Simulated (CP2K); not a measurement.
C in CP2K: the effect of functional

C:

```
C
1.0
     4.25517    0.00000    0.00000
     0.00000    4.25517    0.00000
     0.00000    0.00000    1.28229
C
1
Direct
  0.50000 0.50000 0.50000
```

The cell was built by a generator and needn't be a form met in nature.

Alike in all runs:

* Program: CP2K 2026.2
* Potentials or basis: POTENTIAL_UZH C GTH-PBE-q4; TZVP-MOLOPT-PBE-GTH basis
* Density cutoff: 9184 eV
* k mesh: 6 × 6 × 20
* Occupations: fermi-dirac, width 0.05 eV
* Spin: no spin polarisation

| functional | pressure (GPa) |
| --- | --- |
| LDA | 0.8 |
| PBEsol | 0.8 |
| vdW-DF-cx | 0.2 |
| vdW-DF2 | ? |
| AM05 | 1.2 |
| HLE17 | -11.2 |

What does the run with functional vdW-DF2 give?

Pressure -0.4 GPa.

Caveats: the potentials were made for another functional, which shifts forces and pressure; the basis of atomic orbitals isn't converged, which shifts pressures, moduli and gaps; the potentials were made for a functional far from this one (some runs).

Runs at the PBE level aren't shown here.
